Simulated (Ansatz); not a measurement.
Crystal: Sr.

```
Sr
1.0
     0.00000    3.04235    3.04235
     3.04235    0.00000    3.04235
     3.04235    3.04235    0.00000
Sr
1
Direct
  0.00000 0.00000 0.00000
```

Base run:

| Item | Value |
| --- | --- |
| Program | Ansatz 0.2.0 |
| Functional | PBEsol |
| Potentials or basis | all-electron LAPW, scalar-relativistic |
| Cutoff | 69 eV |
| Density cutoff | 278 eV |
| Basis error allowed | 0.001 eV/atom |
| k mesh | 8 × 8 × 8 |
| Occupations | fermi-dirac, width 0.05 eV |
| Spin | no spin polarisation |

Its results: pressure -0.9 GPa.

Task: The run is repeated on the same cell with these changes: functional from PBEsol to LDA. What comes out?

Result: Pressure -1.6 GPa.

LDA binds more tightly than PBEsol, so the same cell stands under less pressure.

Not every run made on this cell is shown here.
